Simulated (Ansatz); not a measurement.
# BeS (F-43m): thermal expansion from first principles, part 2 of 2

Wanted: α(T), C_P(T) and B(T) of BeS in the quasi-harmonic approximation.

Experimental results on record:
- heat capacity C_P per formula unit 34.2 J/mol/K and bulk modulus 105 GPa near room temperature (given in “High-Throughput Prediction of Finite-Temperature Properties using the Quasi-Harmonic Approximation”, 2016, arXiv:1603.06924)

Ansatz 0.2.0; DFT PBE, scalar-relativistic, plane waves, PAW (the session's first sound run).

So far. Step 2 (Probe on a coarse mesh): The start is under 1.6 GPa at this level and looks like an insulator or semiconductor on this mesh. Step 4 (Relaxing to small residual forces and stress): The residual pressure is 0.0070 GPa, small enough for phonons. The relaxed cell has a = 4.876 Å (conventional setting).

The database entry behind the starting cell differs from later determinations by our own check (0.1 to 0.3 % short, probably kX units), so it need not match the best structure at ambient conditions.

**5. A new level, relaxed again**

The functional, the potentials or the cutoff change, so the crystal is relaxed again at the new setting.

This step: DFT PBE+D3(BJ), scalar-relativistic, plane waves, PAW (Ansatz 0.2.0).

input.yaml

```yaml
crystal:
  lattice:
    - [0.0, 2.438006343, 2.438006343]
    - [2.438006343, 0.0, 2.438006343]
    - [2.438006343, 2.438006343, 0.0]
  atoms:
    - { symbol: Be, position: [0.0, 0.0, 0.0] }
    - { symbol: S, position: [0.25, 0.25, 0.25] }
kpoints:
  mp_grid: { grid: [8, 8, 8] }
hamiltonian:
  xc: pbe
  dispersion: d3bj
scf:
  occupations: { method: fixed }
output:
  forces: true
  stress: true
  eigenvalues: true
relax:
  adjacent_minimum: "off"
  f_tol: 0.001
  max_steps: 60
  cell: { stress_tol: 0.01 }
```

The run is started by

```sh
ansatz run input.yaml --threads 4 --pin off --max-ram 16384MiB --backend cpu --events-out ev --progress --plain --runs-dir out
```

Numbers of over 12 decimals in the logs are rounded to 6 here.

Output:

```text
[...]
Crystal: 2 atoms, lattice volume = 28.982 Å³
Basis set: ecut = 420 eV, 537 PW (Γ), exchange–correlation on 48×48×48 points (8 copies of the dense FFT grid, shifted against one another)
Bands: 8, of which v1, the nominal top of the filled ones, is band 4 counted from 1 (3 counted from 0)
Symmetry: 24 space group operations
[...]
k-points: 29 of 512 (time reversal used)
[...]
SCF iter   1: F=—  HF=-997.558538 eV  |F-HF|=—  |Δ(HF+E_count)|=         —  Δρ=6.86e-4  dr2=1.22e-4  ethr=1.77e-3  ⟨swp⟩=4.6  Hψ=1673  notcnv=0  defer=43
[...]
SCF iter   6: F=-997.558182 eV  HF=-997.558182 eV  |F-HF|=3.26e-10  |Δ(HF+E_count)|=   3.53e-9  Δρ=1.29e-6  dr2=5.64e-10  ethr=5.39e-10  ⟨swp⟩=5.0  Hψ=1394  notcnv=0
SCF 1 converged in 6 iterations: F = -997.558182 eV  dr2 = 5.64e-10
[...]
relax step   1: F+E_penalty+E_count = -997.55818211 eV  Δ(F+E_penalty+E_count) = +0.000e0 eV  max|allowed force component| = 1.428e-16 eV/Å  Δτ_max = 0.0000 Å  P = -3.466 GPa  Ω = 28.982 Å³  (6 SCF iters, dr2 threshold 1.00e-7 eV, accepted)
Crystal: 2 atoms, lattice volume = 28.354 Å³
[...]
SCF iter   5: F=-997.567998 eV  HF=-997.567998 eV  |F-HF|=2.90e-9  |Δ(HF+E_count)|=   3.32e-7  Δρ=2.54e-6  dr2=1.64e-9  ethr=2.50e-9  ⟨swp⟩=5.0  Hψ=1168  notcnv=0
SCF 2 converged in 5 iterations: F = -997.567998 eV  dr2 = 1.64e-9
[...]
relax step   2: F+E_penalty+E_count = -997.56799769 eV  Δ(F+E_penalty+E_count) = -9.816e-3 eV  max|allowed force component| = 6.245e-17 eV/Å  Δτ_max = 0.0000 Å  P = -1.480 GPa  Ω = 28.354 Å³  energy of the carried Pulay correction = +4.251e-5 eV  (5 SCF iters, dr2 threshold 2.00e-7 eV, accepted)
Crystal: 2 atoms, lattice volume = 27.903 Å³
[...]
SCF iter   4: F=-997.570025 eV  HF=-997.570025 eV  |F-HF|=1.51e-7  |Δ(HF+E_count)|=   1.77e-7  Δρ=2.92e-5  dr2=1.50e-7  ethr=2.50e-9  ⟨swp⟩=6.8  Hψ=1403  notcnv=0
SCF 3 converged in 4 iterations: F = -997.570025 eV  dr2 = 1.50e-7
[...]
relax step   3: F+E_penalty+E_count = -997.57002486 eV  Δ(F+E_penalty+E_count) = -2.027e-3 eV  max|allowed force component| = 4.510e-17 eV/Å  Δτ_max = 0.0000 Å  P = +0.083 GPa  Ω = 27.903 Å³  energy of the carried Pulay correction = +7.358e-5 eV  (4 SCF iters, dr2 threshold 2.00e-7 eV, accepted)
[...]
relax step   4: F+E_penalty+E_count = -997.57002904 eV  Δ(F+E_penalty+E_count) = -4.172e-6 eV  max|allowed force component| = 8.327e-17 eV/Å  Δτ_max = 0.0000 Å  P = -0.000 GPa  Ω = 27.925 Å³  energy of the carried Pulay correction = +7.200e-5 eV  (3 SCF iters, dr2 threshold 1.71e-8 eV, accepted)
[...]
SCF iter   5: F=-997.569970 eV  HF=-997.569970 eV  |F-HF|=2.27e-13  |Δ(HF+E_count)|=  7.16e-12  Δρ=3.33e-8  dr2=1.57e-13  ethr=1.00e-12  ⟨swp⟩=7.1  Hψ=1271  notcnv=0
SCF 5 converged in 5 iterations: F = -997.569970 eV  dr2 = 1.57e-13
relax step   5: F+E_penalty+E_count = -997.56996962 eV  Δ(F+E_penalty+E_count) = +5.942e-5 eV  max|allowed force component| = 7.170e-17 eV/Å  Δτ_max = 0.0000 Å  P = -0.003 GPa  Ω = 27.925 Å³  stress off target by 2.80e-3 GPa  SCF on the basis re-selected at this cell (its energy is not comparable with the rows above)  (5 SCF iters)
basis re-selected at this cell: Δ(F+E_penalty+E_count) = +5.942e-5 eV, ΔP = -0.003 GPa vs the last step (what re-selecting the basis moved, of the pressure what is left beyond the Pulay correction that the steps carried, after the strain that the cell walked since its last selection, with what the two solves' SCF thresholds leave and, on support functions, any second-order correction that the steps lacked; it is no m [...]
SCF converged after 5 iterations
Free energy (F): -997.569970 eV
[...]
Internal energy: -997.569970 eV  (E = F + TS)
E sigma→0 (E₀):  -997.569970 eV
Fermi energy:    5.585512 eV
[...]
--- Stress (GPa, compression-positive) ---
       -0.002798       0.000000      -0.000000
        0.000000      -0.002798       0.000000
       -0.000000       0.000000      -0.002798
  P = ⅓ Tr σ = -0.0028 GPa (-0.028 kbar)
--- Band table (eV; the first three rows and the last of 29) ---
[...]
--- Relaxed structure (4 steps of the walk, 4 accepted, 1 SCFs on fresh bases) ---
[...]
cell:  # Å, volume = 27.9255 Å³
    - [0, 2.408003, 2.408003]
    - [2.408003, 0, 2.408003]
    - [2.408003, 2.408003, 0]
  atoms:
    - { symbol: Be, position: [0, 0, 0] }
    - { symbol: S, position: [0.250000, 0.250000, 0.250000] }
```

It took 1.3 s on 4 threads of Arm Neoverse V2, shared host; peak memory 0.28 GiB; 4 s of CPU time.

Step by step:

```tsv
step	energy less that of the first step (eV)	largest force component (eV/Å)	pressure (GPa)	volume (Å³)
1	0.0000	0.0000	-3.47	28.98
2	-0.0098	0.0000	-1.48	28.35
3	-0.0118	0.0000	0.08	27.90
4	-0.0118	0.0000	0.00	27.93
5*	-0.0118	0.0000	0.00	27.93
```

Relaxation steps marked * repeat the geometry before them on a plane-wave basis chosen anew for their cell, so energy and pressure can jump there.

The run keeps the 24 symmetry operations that it works with, so distortions that break them were not tested.

```tsv
conventional cell, symmetrised	before	after	change
a (Å)	4.876	4.816	-1.2 %
b (Å)	4.876	4.816	-1.2 %
c (Å)	4.876	4.816	-1.2 %
volume (Å³/atom)	14.49	13.96	-3.6 %
```

Final coordinates:

```
Be S
1.0
     0.00000    2.40800    2.40800
     2.40800    0.00000    2.40800
     2.40800    2.40800    0.00000
Be S
1 1
Direct
  0.00000 0.00000 0.00000
  0.25000 0.25000 0.25000
```

This step gave:

```yaml
pressure: -0.002798 GPa
gap_on_the_k_mesh: 3.061 eV
volume_per_atom: 13.96 Å³
```

The residual pressure is -0.0028 GPa, small enough for phonons.

**6. The quasi-harmonic study**

The study relaxes the crystal at several strains, solves the phonons on some of them and minimises the free energy at each temperature (static energy, vibrations, the electrons in a metal, and PV under a set pressure); the q-mesh sets how far the force constants reach.

input.yaml, the sections that differ from step 5:

```yaml
crystal:
  lattice:
    - [0.0, 2.4080027263, 2.4080027263]
    - [2.4080027263, 0.0, 2.4080027263]
    - [2.4080027263, 2.4080027263, 0.0]
  atoms:
    - { symbol: Be, position: [0.0, 0.0, 0.0] }
    - { symbol: S, position: [0.25, 0.25, 0.25] }
output:
  eigenvalues: true
phonons:
  method: dfpt
  qmesh: [4, 4, 4]
  temperatures: { t_max: 800.0, t_step: 50 }
  thermal_expansion: {}
# kpoints, hamiltonian, scf: as in step 5
# relax: removed
```

Output:

```text
Warning: phonons: the dynamical matrix that this run interpolates holds no multipole term above the dipole-dipole one, and a site of this crystal is no centre of inversion, so its interpolated transverse optical and acoustic branches and sound speeds can stay off near Gamma, and the density of states and the thermodynamics with them. What a run solves at a wave vector of phonons.qpoints, Gamma apart, where the deck admits one, is free of this, and under fd what a larger phonons.supercell samples
[...]
Crystal: 2 atoms, lattice volume = 27.925 Å³
Basis set: ecut = 487.2 eV, 701 PW (Γ), exchange–correlation on 50×50×50 points (8 copies of the dense FFT grid, shifted against one another)
Bands: 8, of which v1, the nominal top of the filled ones, is band 4 counted from 1 (3 counted from 0)
Symmetry: 24 space group operations
[...]
k-points: 29 of 512 (time reversal used)
[...]
SCF iter   1: F=—  HF=-997.570749 eV  |F-HF|=—  |Δ(HF+E_count)|=         —  Δρ=8.75e-4  dr2=2.22e-4  ethr=1.77e-3  ⟨swp⟩=4.4  Hψ=1672  notcnv=0  defer=44
[...]
SCF iter   8: F=-997.570222 eV  HF=-997.570222 eV  |F-HF|=9.09e-13  |Δ(HF+E_count)|=  9.89e-12  Δρ=5.50e-8  dr2=1.10e-12  ethr=1.00e-12  ⟨swp⟩=6.9  Hψ=1310  notcnv=0
SCF 1 converged in 8 iterations: F = -997.570222 eV  dr2 = 1.10e-12
[...]
relax step   1: F+E_penalty+E_count = -997.57022150 eV  Δ(F+E_penalty+E_count) = +0.000e0 eV  max|allowed force component| = 1.573e-16 eV/Å  Δτ_max = 0.0000 Å  (8 SCF iters, accepted)
SCF converged after 8 iterations
Free energy (F): -997.570222 eV
[...]
Internal energy: -997.570222 eV  (E = F + TS)
E sigma→0 (E₀):  -997.570222 eV
Fermi energy:    5.585499 eV
[...]
--- Stress (GPa, compression-positive) ---
       -0.002323      -0.000000      -0.000000
        0.000000      -0.002323       0.000000
       -0.000000       0.000000      -0.002323
  P = ⅓ Tr σ = -0.0023 GPa (-0.023 kbar)
--- Band table (eV; the first three rows and the last of 29) ---
[...]
── thermal expansion: 3 new cells, 3 in all ──
thermal expansion: variable-cell relaxation of cell 1
thermal expansion: relaxation of cell 1
thermal expansion: relaxation of cell 2
thermal expansion: relaxation of cell 3
── thermal expansion: 2 new cells, 5 in all ──
thermal expansion: relaxation of cell 4
thermal expansion: lower-state search of cell 4
thermal expansion: phonons of cell 4
thermal expansion: relaxation of cell 5
thermal expansion: phonons of cell 5
── thermal expansion: 5 new cells, 10 in all ──
thermal expansion: relaxation of cell 6
thermal expansion: relaxation of cell 7
thermal expansion: relaxation of cell 8
thermal expansion: relaxation of cell 9
thermal expansion: relaxation of cell 10
thermal expansion: phonons of cell 6
thermal expansion: phonons of cell 7
--- Relaxed structure (1 steps of the walk, 1 accepted, 0 SCFs on fresh bases) ---
  F+E_penalty+E_count = -997.57022150 eV   max|allowed force component| = 1.573e-16 eV/Å
  atoms:
    - { symbol: Be, position: [0.0, 0.0, 0.0] }
    - { symbol: S, position: [0.250000, 0.250000, 0.250000] }
--- Thermal expansion: 10 cells in 3 rounds, 0 GPa ---
  no lower state was reached at cell 4
  without vibrations: a 3.40540, b 3.40540, c 3.40540 Å, V 27.9248 Å³, B 99.99 GPa
  at 0 K: a 3.41718, b 3.41718, c 3.41718 Å, V 28.2157 Å³, B 97.54 GPa
  zero-point expansion: a +0.346, b +0.346, c +0.346, V +1.041 %
      T/K        a/Å        b/Å        c/Å       V/Å³ | expansion of a, b, c, V (1e-6/K)   | that of V in the mean from 25 °C | C_P, C_V (J/mol K of the cell) | B_T, B_S (GPa)
     0.00    3.41718    3.41718    3.41718    28.2157 |    0.00    0.00    0.00    0.00 |    7.09 |     0.000     0.000 |    97.54    97.54
   100.00    3.41725    3.41725    3.41725    28.2173 |    0.73    0.73    0.73    2.19 |   10.39 |    10.686    10.685 |    97.47    97.48
   200.00    3.41797    3.41797    3.41797    28.2350 |    3.60    3.60    3.60   10.80 |   14.58 |    26.279    26.240 |    96.95    97.10
   298.15    3.41960    3.41960    3.41960    28.2755 |    5.94    5.94    5.94   17.82 |       - |    35.860    35.705 |    96.06    96.48
   350.00    3.42073    3.42073    3.42073    28.3035 |    6.77    6.77    6.77   20.32 |   19.14 |    39.038    38.803 |    95.52    96.10
   450.00    3.42325    3.42325    3.42325    28.3661 |    7.86    7.86    7.86   23.59 |   21.11 |    43.027    42.623 |    94.42    95.32
   550.00    3.42607    3.42607    3.42607    28.4363 |    8.57    8.57    8.57   25.70 |   22.59 |    45.409    44.829 |    93.28    94.48
   650.00    3.42909    3.42909    3.42909    28.5117 |    9.06    9.06    9.06   27.18 |   23.74 |    46.951    46.192 |    92.10    93.62
   750.00    3.43227    3.43227    3.43227    28.5910 |    9.44    9.44    9.44   28.32 |   24.69 |    48.024    47.083 |    90.91    92.73
   800.00    3.43390    3.43390    3.43390    28.6318 |    9.60    9.60    9.60   28.81 |   25.11 |    48.450    47.416 |    90.31    92.28
  the static fit leaves 0.000 meV an atom of the energies and, of the stresses, 0.000 GPa of each cell's largest along a strain (root mean squares over the cells), whose Pulay part it has at -0.004 GPa
  vibrations' free energy: its fit passes through its cells
  the electrons' free energy at temperature is not in it: every band gap is over 0.83 eV
  free energies summed between the sampled wave vectors
  estimated error of the fitted expansion in any direction: up to 0.035e-6/K, at 800 K, with few degrees of freedom (an estimate, not a bound: it was exceeded on models of known expansion)
  the energies and the vibrations are of d3bj (s6 = 1.0, s8 = 0.7875, a1 = 0.4289, a2_bohr = 4.4407) at the weights and the pressure of the crystal at rest
  by sums over the sampled wave vectors an expansion of the volume parts by up to 0.45e-6/K
  by a static energy of one degree less an expansion of the volume parts by up to 0.01e-6/K
  band gaps on the cells' k-points are 2.989 to 3.175 eV
```

It took 2 min on 4 threads; peak memory 0.69 GiB; 7.6 min of CPU time.

Numbers from this step:

* pressure: -0.002323 GPa
* volume expansion coefficient at 298 K: 17.82 1e-6/K
* C_P at 298 K: 17.93 J/mol-atom/K
* entropy at 298 K: 14.84 J/mol-atom/K
* isothermal bulk modulus at 298 K: 96.06 GPa
* Grüneisen parameter at 298 K: 0.8165
* volume at 298 K: 14.14 Å³/atom
* principal linear expansion coefficients at 298 K: 5.941, 5.941, 5.941 1e-6/K

Strained cells of the study; zero-point energy where phonons were solved; the pressures are stresses at a fixed cutoff and can carry an offset from the finite basis. Expansion cells, by row:

```tsv
cell	|a| (Å)	|b| (Å)	|c| (Å)	V (Å³/atom)	E - E_lowest (meV/atom)	pressure, compression positive (GPa)	gap (eV)	zero-point energy (meV/atom)
1	3.405	3.405	3.405	13.96	0	-0.007	3.061	-
2	3.433	3.433	3.433	14.3	2.459	-2.291	3.116	-
3	3.378	3.378	3.378	13.63	2.519	2.493	3.004	-
4	3.406	3.406	3.406	13.96	0	-0.021	3.062	77.4
5	3.423	3.423	3.423	14.18	0.988	-1.474	3.096	76.06
6	3.431	3.431	3.431	14.29	2.243	-2.192	3.113	75.37
7	3.444	3.444	3.444	14.45	4.989	-3.209	3.138	74.36
8	3.372	3.372	3.372	13.55	3.926	3.142	2.989	-
9	3.389	3.389	3.389	13.76	0.962	1.517	3.026	-
10	3.464	3.464	3.464	14.7	11.08	-4.651	3.175	-
```

Quasi-harmonic; a, b, c are the run's own cell vectors. Expansion, by row:

```tsv
T (K)	a (Å)	b (Å)	c (Å)	alpha (deg)	beta (deg)	gamma (deg)	cell volume (Å³/cell)	alpha_a (1e-6/K)	alpha_b (1e-6/K)	alpha_c (1e-6/K)	alpha_V (1e-6/K)	C_P (J/mol-atom/K)	C_V (J/mol-atom/K)	S (J/mol-atom/K)	B_T (GPa)	B_S (GPa)	Grueneisen	extrapolation	fit error (1e-6/K)
0	3.417	3.417	3.417	60	60	60	28.22	0	0	0	0	0	0	0	97.54	97.54	-	0	0
50	3.417	3.417	3.417	60	60	60	28.22	0.1	0.1	0.1	0.3	1.136	1.136	0.346	97.53	97.53	0.218	0	0
100	3.417	3.417	3.417	60	60	60	28.22	0.73	0.73	0.73	2.19	5.343	5.343	2.373	97.47	97.48	0.339	0	0
150	3.417	3.417	3.417	60	60	60	28.22	2.06	2.06	2.06	6.19	9.547	9.542	5.349	97.28	97.33	0.536	0	0
200	3.418	3.418	3.418	60	60	60	28.23	3.6	3.6	3.6	10.8	13.14	13.12	8.606	96.95	97.1	0.678	0	0.01
250	3.419	3.419	3.419	60	60	60	28.25	4.93	4.93	4.93	14.79	15.93	15.88	11.85	96.53	96.8	0.765	0	0.01
298.1	3.42	3.42	3.42	60	60	60	28.28	5.94	5.94	5.94	17.82	17.93	17.85	14.84	96.06	96.48	0.816	0	0.01
300	3.42	3.42	3.42	60	60	60	28.28	5.97	5.97	5.97	17.92	18	17.92	14.95	96.05	96.47	0.818	0	0.01
350	3.421	3.421	3.421	60	60	60	28.3	6.77	6.77	6.77	20.32	19.52	19.4	17.84	95.52	96.1	0.852	0	0.01
400	3.422	3.422	3.422	60	60	60	28.33	7.38	7.38	7.38	22.15	20.65	20.49	20.53	94.98	95.72	0.876	0	0.01
450	3.423	3.423	3.423	60	60	60	28.37	7.86	7.86	7.86	23.59	21.51	21.31	23.01	94.42	95.32	0.893	0	0.01
500	3.425	3.425	3.425	60	60	60	28.4	8.25	8.25	8.25	24.75	22.18	21.93	25.31	93.85	94.91	0.906	0	0.01
550	3.426	3.426	3.426	60	60	60	28.44	8.57	8.57	8.57	25.7	22.7	22.41	27.45	93.28	94.48	0.916	0	0.01
600	3.428	3.428	3.428	60	60	60	28.47	8.83	8.83	8.83	26.49	23.13	22.79	29.45	92.69	94.05	0.924	0	0.01
650	3.429	3.429	3.429	60	60	60	28.51	9.06	9.06	9.06	27.18	23.48	23.1	31.31	92.1	93.62	0.931	0	0.01
700	3.431	3.431	3.431	60	60	60	28.55	9.26	9.26	9.26	27.78	23.77	23.34	33.06	91.51	93.17	0.936	0	0.02
750	3.432	3.432	3.432	60	60	60	28.59	9.44	9.44	9.44	28.32	24.01	23.54	34.71	90.91	92.73	0.941	0	0.02
800	3.434	3.434	3.434	60	60	60	28.63	9.6	9.6	9.6	28.81	24.23	23.71	36.27	90.31	92.28	0.946	0	0.03
```

Expansion coefficient against temperature; values in 1e-6/K:

```tsv
temperature (K)	volume	principal 1
0	0	0
50	0.3	0.1
100	2.19	0.73
150	6.19	2.06
200	10.8	3.6
250	14.8	4.93
298	17.8	5.94
300	17.9	5.97
350	20.3	6.77
400	22.1	7.38
450	23.6	7.86
500	24.8	8.25
550	25.7	8.57
600	26.5	8.83
650	27.2	9.06
700	27.8	9.26
750	28.3	9.44
800	28.8	9.6
```

At 298 K the volume expansion is 17.8 × 10⁻⁶/K and B_T is 96.1 GPa. The program raised the cutoff to 487.2 eV by itself: with no cutoff typed, the study takes about 1.16 times the default for its relaxations and scales it with the volume for the phonons.

**7. What came out**

```json
{
 "settings of these figures": "PBE+D3(BJ), 487.2 eV, k 8×8×8, q 4×4×4",
 "volume expansion coefficient at 298 K": "17.82 1e-6/K",
 "C_P at 298 K": "17.93 J/mol-atom/K",
 "entropy at 298 K": "14.84 J/mol-atom/K",
 "isothermal bulk modulus at 298 K": "96.06 GPa",
 "Grüneisen parameter at 298 K": "0.8165",
 "volume at 298 K": "14.14 Å³/atom",
 "principal linear expansion coefficients at 298 K": "5.941, 5.941, 5.941 1e-6/K"
}
```

Near room temperature BeS expands by 17.8 × 10⁻⁶/K in volume by PBE+D3(BJ), with C_P = 17.9 J/(mol K) per mole of atoms and B_T = 96.1 GPa. C_P at room temperature is 72 % of the classical 3R an atom, so the stiffest modes are still partly frozen out. A measured bulk modulus near room temperature is 105 GPa (arXiv:1603.06924); the calculated 96.1 GPa differs by -9 %. The table does not say whether its value is isothermal or adiabatic. A measured heat capacity per formula unit near room temperature is 34.2 J/mol/K (arXiv:1603.06924); the calculated 35.9 J/mol/K differs by +5 %. The interpolation has no quadrupole term, so branches near the zone centre are less sure, since this crystal has sites that are not centres of inversion. The dispersion term is taken with its C6 weights frozen at the crystal at rest, in the force constants and, in the expansion study, in the energies too.

[Logs are printed without paths, hosts, clocks, repeated set-up lines and the standing remarks that a program may print on its own settings, such as how far it seeks lower states.]

[Hosts, paths, dates, database ids (printed as entryN), source tags and the programs' standing remarks are cut or masked in the printed files.]

[A step with changed settings may run another functional than the one named; its input shows which.]
